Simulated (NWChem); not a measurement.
CH4N2O (urea): a scaling law for BP86

CH4N2O: 8 atoms, total charge 0, spin state singlet. As SMILES, `NC(N)=O`. The shape is that of a PBE0-D4/def2-TZVP optimisation. This is one conformer, not always the lowest.

BP86 (spherical functions), gradient, NWChem 7.3.0, on 1 thread of Intel Xeon Platinum 8259CL at 2.50GHz (Skylake/Cascade Lake), shared host. N is the number of basis functions, t the processor time.

| basis | N | t (s) | ln N | ln t |
| --- | --- | --- | --- | --- |
| STO-3G | 24 | 5.7 | 3.178 | 1.740 |
| 3-21G | 44 | 8 | 3.784 | 2.079 |
| 6-31G(d,p) | 76 | ? | 4.331 | ? |
| 6-311G(d,p) | 96 | 31 | 4.564 | 3.434 |

Q: Fit t = C·Nᵖ to the known rows and estimate the time in 6-31G(d,p).

A: 
1. Means of the 3 rows: ln N = 3.84200, ln t = 2.4177.
2. Σ(Δln N)² = 0.96554, Σ(Δln N·Δln t) = 1.2034, so the slope is 1.2034/0.96554 = 1.2463.
3. Intercept: 2.4177 − (1.2463) × 3.84200 = -2.3706. The largest residual of the fit is 0.266.
4. ln t = -2.3706 + 1.2463 × 4.331, so t ≈ 21 s.

The run took 21 s, so the estimate is too short by a factor of about 1.0. The fitted power is 1.2, with the electron count fixed. The times don't lie on a line: the count of functions alone doesn't set the cost here, and shared hosts add noise.
